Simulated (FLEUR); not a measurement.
The system is Rh.

```xyz
1
Lattice="0.0000 1.8979 1.8979 1.8979 0.0000 1.8979 1.8979 1.8979 0.0000" Properties=species:S:1:pos:R:3 pbc="T T T"
Rh    0.0000    0.0000    0.0000
```

| Item | Value |
| --- | --- |
| Program | FLEUR MaX-R8.1 (later development tree) |
| Task | single point |
| Functional | PBE |
| Potentials or basis | all-electron |
| Basis | FLAPW |
| Kmax | 4.26 1/bohr |
| k mesh | 12 × 12 × 12 |
| Occupations | fermi-dirac, width 0.05 eV |
| Spin | no spin polarisation |
| Gmax | 13.2 1/bohr |
| Muffin-tin radii | Rh 2.3 bohr |
| lmax | Rh 9 |
| Local orbitals a species | Rh 5 |
| Max iterations | 60 |
| Mixing factor | 0.05 |
| Mixer | Anderson |
| Mixer history | 15 |
| Density convergence | 1e-05 me/bohr^3 |

On this cell: band gap on the k mesh none (metal or under the smearing width).

The same run follows on a disturbed copy (cell strained at random at fixed volume):

```xyz
1
Lattice="-0.0393 1.8831 1.9625 1.9019 0.0328 1.8903 1.9247 1.8337 0.0101" Properties=species:S:1:pos:R:3 pbc="T T T"
Rh   -0.0047   -0.0016    0.0159
```

Problem. What does the disturbed cell give?

Solution. The energy (extrapolated to zero smearing) moves by +43.4 meV/atom; band gap on the k mesh none (metal or under the smearing width).
